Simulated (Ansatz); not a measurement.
# Zn (P6_3/mmc) in Ansatz: convergence with wavefunction cutoff

Aim: find how far wavefunction cutoff must go before the results for Zn settle, at PBE. This setting moves, with any that are tied to it; all else stays.

Program: Ansatz 0.2.0. These are calculated values, not measurements. Logs are shortened: lines on timing, memory, paths and dates and some standing lists are left out, and cuts for length are marked.

### Step 1. Starting point

It takes space group P6_3/mmc (No. 194, hexagonal). Conventional cell: a = 2.670 Å, b = 2.670 Å, c = 4.966 Å, α = 90.00°, β = 90.00°, γ = 120.00°. Zn (site symmetry -6m2) has 12 Zn at 2.67 to 2.92 Å as nearest neighbours.

### Step 2. With wavefunction cutoff 400 eV

File input.yaml:

```yaml
crystal:
  lattice:
    - [2.67, 0.0, 0.0]
    - [-1.335, 2.3122878281, 0.0]
    - [0.0, 0.0, 4.966]
  atoms:
    - { symbol: Zn, position: [0.6666666667, 0.3333333333, 0.75] }
    - { symbol: Zn, position: [0.3333333333, 0.6666666667, 0.25] }
hamiltonian:
  xc: pbe
  pseudopotentials: { kind: nc, accuracy: standard }
kpoints:
  mp_grid: { grid: [10, 10, 5] }
scf:
  occupations: { method: cold, width: 0.05 }
output:
  forces: true
  stress: true
  eigenvalues: true
basis:
  ecutwfc: "400 eV"
```

Potentials or basis: PseudoDojo standard (PBE files).

Command:

```sh
> ansatz run input.yaml --threads 2 --pin off --max-ram 5632MiB --backend cpu --events-out ev --progress --plain --runs-dir out
```

Run time: 0.57 s. Hardware: 2 threads of Intel Xeon Platinum 8488C (Sapphire Rapids), shared host; peak memory 0.28 GiB.

Results:

| Item | Value |
| --- | --- |
| Free energy | -11018.7074 eV |
| Pressure | -3.7 GPa |
| Band gap on the k mesh | none (metal or under the smearing width) |

### Step 3. With wavefunction cutoff 500 eV

Changes to input.yaml since step 2:

```diff
@@ -20,2 +20,2 @@
 basis:
-  ecutwfc: "400 eV"
+  ecutwfc: "500 eV"
```

Potentials or basis: PseudoDojo standard (PBE files).

Command:

```sh
> ansatz run input.yaml --threads 2 --pin off --max-ram 5632MiB --backend cpu --events-out ev --progress --plain --runs-dir out
```

Run time: 0.64 s. Hardware: 2 threads of Intel Xeon Platinum 8488C (Sapphire Rapids), shared host; peak memory 0.33 GiB.

Results:

```
Free energy            : -11236.6772 eV
Pressure               : -7.8 GPa
Band gap on the k mesh : none (metal or under the smearing width)
```

### Step 4. With wavefunction cutoff 600 eV

Changes to input.yaml since step 3:

```diff
@@ -20,2 +20,2 @@
 basis:
-  ecutwfc: "500 eV"
+  ecutwfc: "600 eV"
```

Command:

```sh
> ansatz run input.yaml --threads 2 --pin off --max-ram 5632MiB --backend cpu --events-out ev --progress --plain --runs-dir out
```

Wall time 0.78 s (2 threads of Intel Xeon Platinum 8488C (Sapphire Rapids), shared host); peak memory 0.34 GiB.

What came out:

- Free energy: -11330.1070 eV
- Pressure: -2.9 GPa
- Band gap on the k mesh: none (metal or under the smearing width)

### Step 5. With wavefunction cutoff 700 eV

Changes to input.yaml since step 4:

```diff
@@ -20,2 +20,2 @@
 basis:
-  ecutwfc: "600 eV"
+  ecutwfc: "700 eV"
```

Command:

```sh
> ansatz run input.yaml --threads 2 --pin off --max-ram 5632MiB --backend cpu --events-out ev --progress --plain --runs-dir out
```

Wall time 0.84 s (2 threads of Intel Xeon Platinum 8488C (Sapphire Rapids), shared host); peak memory 0.35 GiB.

Results:

- Free energy: -11364.3702 eV
- Pressure: -0.5 GPa
- Band gap on the k mesh: none (metal or under the smearing width)

### Step 6. With wavefunction cutoff 850 eV

Changes to input.yaml since step 5:

```diff
@@ -20,2 +20,2 @@
 basis:
-  ecutwfc: "700 eV"
+  ecutwfc: "850 eV"
```

Potentials or basis: PseudoDojo standard (PBE files).

Command:

```sh
> ansatz run input.yaml --threads 2 --pin off --max-ram 5632MiB --backend cpu --events-out ev --progress --plain --runs-dir out
```

It took 0.95 s on 2 threads of Intel Xeon Platinum 8488C (Sapphire Rapids), shared host; peak memory 0.38 GiB.

Results (log left out):

```yaml
Free_energy: -11375.7116 eV
Pressure: -1.2 GPa
Band_gap_on_the_k_mesh: none (metal or under the smearing width)
```

### Step 7. With wavefunction cutoff 1000 eV

Changes to input.yaml since step 6:

```diff
@@ -20,2 +20,2 @@
 basis:
-  ecutwfc: "850 eV"
+  ecutwfc: "1000 eV"
```

Command:

```sh
> ansatz run input.yaml --threads 2 --pin off --max-ram 5632MiB --backend cpu --events-out ev --progress --plain --runs-dir out
```

Wall time 1.3 s (2 threads of Intel Xeon Platinum 8488C (Sapphire Rapids), shared host); peak memory 0.39 GiB.

The run converged. Its results:

```yaml
Free_energy: -11376.6538 eV
Pressure: -1.0 GPa
Band_gap_on_the_k_mesh: none (metal or under the smearing width)
```

### Step 8. With wavefunction cutoff 1200 eV

Changes to input.yaml since step 7:

```diff
@@ -20,2 +20,2 @@
 basis:
-  ecutwfc: "1000 eV"
+  ecutwfc: "1200 eV"
```

Command:

```sh
> ansatz run input.yaml --threads 2 --pin off --max-ram 5632MiB --backend cpu --events-out ev --progress --plain --runs-dir out
```

Wall time 1.9 s (2 threads of Intel Xeon Platinum 8488C (Sapphire Rapids), shared host); peak memory 0.43 GiB.

Results (log left out):

* Free energy: -11376.6791 eV
* Pressure: -1.0 GPa
* Band gap on the k mesh: none (metal or under the smearing width)

### Step 9. With wavefunction cutoff 1400 eV

Changes to input.yaml since step 8:

```diff
@@ -20,2 +20,2 @@
 basis:
-  ecutwfc: "1200 eV"
+  ecutwfc: "1400 eV"
```

Potentials or basis: PseudoDojo standard (PBE files).

Command:

```sh
> ansatz run input.yaml --threads 2 --pin off --max-ram 5632MiB --backend cpu --events-out ev --progress --plain --runs-dir out
```

Run time: 2.1 s. Hardware: 2 threads of Intel Xeon Platinum 8488C (Sapphire Rapids), shared host; peak memory 0.47 GiB.

It converged, with:

```yaml
Free_energy: -11376.6794 eV
Pressure: -1.0 GPa
Band_gap_on_the_k_mesh: none (metal or under the smearing width)
```

### Step 10. With wavefunction cutoff 1700 eV

Changes to input.yaml since step 9:

```diff
@@ -20,2 +20,2 @@
 basis:
-  ecutwfc: "1400 eV"
+  ecutwfc: "1700 eV"
```

Potentials or basis: PseudoDojo standard (PBE files).

Command:

```sh
> ansatz run input.yaml --threads 2 --pin off --max-ram 5632MiB --backend cpu --events-out ev --progress --plain --runs-dir out
```

The log of the run:

```text
Warning: RAYON_NUM_THREADS=2 ignored (pool sized by the plan → 2); use --threads N
Engine: ansatz 0.2.0, x86_64-unknown-linux-gnu
Pseudopotentials: kind: nc
Pseudopotential: Zn, nc, valence charge 20, recommended cutoff 1142.878222 eV (normal), Zn.nc.azcp (PseudoDojo's, or run here from an input of PseudoDojo's; its table is named by hamiltonian.pseudopotentials.accuracy)
Functional definition: PBE
  parameter kappa = 0.804
  parameter beta = 0.06672455060314922
  exchange = pbe_x(kappa = kappa, mu = beta*pi^2/3)
  correlation = pbe_c(beta = beta)
Crystal: 2 atoms, lattice volume = 30.659 Å³
Basis set: ecut = 1700 eV, 4815 PW (Γ), exchange–correlation on 72×72×144 points (8 copies of the dense FFT grid, shifted against one another)
Bands: 24, of which v1, the nominal top of the filled ones, is band 20 counted from 1 (19 counted from 0)
Symmetry: 24 space group operations
Space group: P63/mmc (ITA 194), of the structure as read, at distance tolerance 3.1e-5 Å
k-points: 42 of 500
Non-local potential: Zn, projectors of the file, l = 0: 2, l = 1: 2, l = 2: 2
Initial density: superposition of atomic densities (chi_scale 0.1, normalization cell)
Initial wavefunctions: pseudopotential atomic-orbital guess
Functional: x = pbe(κ = 0.804, μ = 0.2195149727645171), c = pbe(β = 0.06672455060314922)
SCF iter   1: F=—  HF=-11376.880012 eV  |F-HF|=—  |Δ(HF+E_count)|=         —  Δρ=4.84e-2  dr2=6.75e-1  ethr=3.10e-3  ⟨swp⟩=5.5  Hψ=3944  notcnv=0
preconditioner: auto → none  [insulator: Δε(μ)=0.216 eV  Ē_g=12.396 eV  σ=0.050 eV  W_gap=0.70  n_scr=10 (ndim 8)  ℏωp=32.9 eV  f_vac=0.000  D(μ)=0.58/eV (n_scr^D=2)  ε∞_Penn≈8.0]
SCF iter   2: F=—  HF=-11376.698066 eV  |F-HF|=—  |Δ(HF+E_count)|=   1.82e-1  S|Δr|=    0.00e0  Δρ=3.01e-2  dr2=7.83e-2  ethr=1.69e-3  ⟨swp⟩=2.3  Hψ=1995  notcnv=0  defer=4
SCF iter   3: F=—  HF=-11376.679682 eV  |F-HF|=—  |Δ(HF+E_count)|=   1.84e-2  S|Δr|=    0.00e0  Δρ=9.08e-3  dr2=1.03e-2  ethr=1.96e-4  ⟨swp⟩=2.8  Hψ=2245  notcnv=0  defer=5
SCF iter   4: F=—  HF=-11376.679298 eV  |F-HF|=—  |Δ(HF+E_count)|=   3.83e-4  S|Δr|=    0.00e0  Δρ=1.41e-3  dr2=2.54e-4  ethr=2.58e-5  ⟨swp⟩=1.3  Hψ=1113  notcnv=0  defer=5
SCF iter   5: F=—  HF=-11376.679325 eV  |F-HF|=—  |Δ(HF+E_count)|=   2.67e-5  S|Δr|=    0.00e0  Δρ=1.49e-4  dr2=1.82e-6  ethr=6.36e-7  ⟨swp⟩=1.9  Hψ=1476  notcnv=0  defer=5
SCF iter   6: F=—  HF=-11376.679683 eV  |F-HF|=—  |Δ(HF+E_count)|=   3.58e-4  S|Δr|=    0.00e0  Δρ=7.42e-6  dr2=4.05e-9  ethr=2.50e-10  ⟨swp⟩=6.5  Hψ=4629  notcnv=0
SCF iter   7: F=-11376.679683 eV  HF=-11376.679683 eV  |F-HF|=4.91e-11  |Δ(HF+E_count)|=   2.93e-9  S|Δr|=    0.00e0  Δρ=9.41e-7  dr2=4.10e-11  ethr=1.01e-11  ⟨swp⟩=1.6  Hψ=2746  notcnv=0
SCF 1 converged in 7 iterations: F = -11376.679683 eV  dr2 = 4.10e-11
SCF converged after 7 iterations
Stability not checked: this state was not tested for a lower state beside it, because cold or Methfessel-Paxton smearing, or corrected tetrahedra, fill the levels in a way that the test cannot read (fill_not_monotonic; see scf.lower_state_search)
Free energy (F): -11376.679683 eV
Harris-Foulkes:  -11376.679683 eV  (|F-HF|=4.91e-11)
Internal energy: -11376.680145 eV  (E = F + TS)
E sigma→0 (E₀):  -11376.679837 eV
Entropy (-TS):   0.000463 eV (0.231 meV/atom)
Fermi energy:    14.586348 eV
--- Per-component energies (eV) ---
  E_band       = -1048.776300
  E_kinetic    = 5019.543565
  E_local      = -9684.040676  (includes V_loc(G=0)·N_el)
  E_nonlocal   = -2616.075579
  E_hartree    = 3804.515095
  E_xc         = -1222.018045
  E_vxc        = -1377.233645  (∫ρ·V_xc dr)
  E_ewald      = -6678.604505
  E_smearing   = 0.000463  (= −TS)
  E_closure    = -0.000000  (closes the sum)
  Σ components = -11376.679683   (vs F -11376.679683, Δ=0.00e0)
--- Forces (eV/Å), atoms counted from 1 ---
  atom   1  Zn     0.00000000    -0.00000000    -0.00000000
  atom   2  Zn     0.00000000     0.00000000     0.00000000
  max |Σ_I F_I| component: 1.85e-17 eV/Å
--- Stress (GPa, compression-positive) ---
       -1.209890      -0.000000       0.000000
       -0.000000      -1.209890       0.000000
        0.000000       0.000000      -0.503660
  P = ⅓ Tr σ = -0.9745 GPa (-9.745 kbar)
--- Band table (eV; the first three rows and the last of 42) ---
  k-point 0: bands = ["-111.7565", "-111.7557", "-65.9061", "-65.8945", "-65.8913", "-65.8913", "-65.8900", "-65.8900", "4.4662", "6.2865", "6.9879", "7.2082", "7.2082", "7.2572", "7.2572", "7.5933", "7.5933", "7.7977", "7.7977", "11.2057", "11.7579", "28.2252", "31.7818", "32.1038"]
  k-point 1: bands = ["-111.7565", "-111.7558", "-65.9050", "-65.8956", "-65.8912", "-65.8912", "-65.8901", "-65.8901", "4.7038", "6.2546", "6.9955", "7.2060", "7.2060", "7.2472", "7.2472", "7.6198", "7.6198", "7.7837", "7.7837", "9.2054", "14.2892", "25.1855", "32.3402", "32.3402"]
  k-point 2: bands = ["-111.7563", "-111.7560", "-65.9021", "-65.8985", "-65.8909", "-65.8909", "-65.8905", "-65.8905", "5.3529", "6.0296", "7.0876", "7.2090", "7.2090", "7.2255", "7.2255", "7.6617", "7.6803", "7.6803", "7.7421", "7.7421", "17.5407", "21.2111", "32.9877", "32.9877"]
  k-point 41: bands = ["-111.7533", "-111.7533", "-65.9128", "-65.9125", "-65.9077", "-65.9073", "-65.8968", "-65.8963", "6.8963", "6.9385", "7.0442", "7.0842", "7.1870", "7.2891", "7.4279", "7.4790", "7.7685", "7.8180", "13.9660", "15.0797", "16.9700", "17.0461", "18.1417", "18.2897"]
```

Run time: 2.7 s. Hardware: 2 threads of Intel Xeon Platinum 8488C (Sapphire Rapids), shared host; peak memory 0.52 GiB.

Results:

```yaml
Free_energy: -11376.6797 eV
Pressure: -1.0 GPa
Band_gap_on_the_k_mesh: none (metal or under the smearing width)
```

### Step 11. Result

```tsv
wavefunction cutoff	energy less the tightest run, at zero smearing (meV/atom)	pressure (GPa)	SCF cycles	CPU time (s)	peak memory (GiB)
400 eV	178986.26	-3.73	9	1	0.28
500 eV	70001.33	-7.81	8	1.2	0.33
600 eV	23286.43	-2.87	7	1.5	0.34
700 eV	6154.77	-0.48	7	1.6	0.35
850 eV	484.03	-1.23	6	1.8	0.38
1000 eV	12.96	-0.98	7	2.5	0.39
1200 eV	0.31	-0.97	7	3.7	0.43
1400 eV	0.14	-0.98	7	4	0.47
1700 eV	0.00	-0.97	7	5.3	0.52
```

Against the tightest run, the energy stays within 1 meV/atom from 1200 eV on; the pressure stays within 0.1 GPa from 1000 eV on. The tightest run that finished is the yardstick and may itself not be fully converged.
